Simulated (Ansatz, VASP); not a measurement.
## Two plane-wave programs on MgI2

Contents of INCAR:

```
SYSTEM = MgI2
PREC = Accurate
ENCUT = 520
EDIFF = 1E-7
ISMEAR = 0
SIGMA = 0.05
LREAL = .False.
LASPH = .True.
NELM = 60
ALGO = Normal
ISIF = 2
LWAVE = .False.
LCHARG = .False.
GGA = PE
NBANDS = 15
```

File KPOINTS:

```
regular mesh
0
Gamma
  6 6 4
  0 0 0
```

File POSCAR:

```
MgI2
1.0
    4.1846439568      0.0000000000      0.0000000000
   -2.0923219784      3.6240079724      0.0000000000
    0.0000000000      0.0000000000      7.7698369697
Mg I
1 2
Direct
    0.0000000000      0.0000000000      0.0000000000
    0.3333333333      0.6666666667      0.7781860196
    0.6666666667      0.3333333333      0.2218139804
```

Input for Ansatz:

```yaml
crystal:
  lattice:
    - [4.1846439568, 0.0, 0.0]
    - [-2.0923219784, 3.6240079724, 0.0]
    - [0.0, 0.0, 7.7698369697]
  atoms:
    - { symbol: Mg, position: [0.0, 0.0, 0.0] }
    - { symbol: I, position: [0.3333333333, 0.6666666667, 0.7781860196] }
    - { symbol: I, position: [0.6666666667, 0.3333333333, 0.2218139804] }
basis:
  ecutwfc: 520.0
kpoints:
  mp_grid: { grid: [6, 6, 4] }
hamiltonian:
  xc: pbe
scf:
  occupations: { method: gaussian, width: 0.05 }
output:
  forces: true
  stress: true
  eigenvalues: true
```

Alike in both runs: task single point; functional PBE; k mesh 6 × 6 × 4; occupations gaussian, width 0.05 eV; no spin polarisation.

|  | VASP | Ansatz |
| --- | --- | --- |
| version | VASP 6.6.1 | Ansatz 0.2.0 |
| potentials or method | VASP PAW PBE potentials, release 64 (Mg, I) | scalar-relativistic, plane waves, PAW |
| plane-wave cutoff (eV) | 520 | 520 |
| valence electrons in the cell | 16 | 44 |

|  | VASP | Ansatz | Ansatz less VASP |
| --- | --- | --- | --- |
| gap on the k mesh at the Fermi level (eV) | 3.49 | 3.51 | +0.017 |
| least direct gap on the mesh (eV) | 3.59 | 3.61 | +0.014 |
| pressure (GPa) | -0.4 | -0.4 | +0.05 |
| largest component of the traceless stress (GPa) | 0.52 | 0.53 | +0.005 |
| rms of the force components (eV/Å) | 0.100 | 0.095 | -0.0047 |

Atom by atom the forces differ by 0.005 eV/Å (rms over components). The two sets of potentials don't hold the same shells in valence.

Caveats: spin-orbit coupling is left out, which moves the levels of the heavy elements; this functional lacks dispersion, which binds the layers, so the pressure and a relaxed spacing across them are unreliable. A k mesh can miss the band edges.
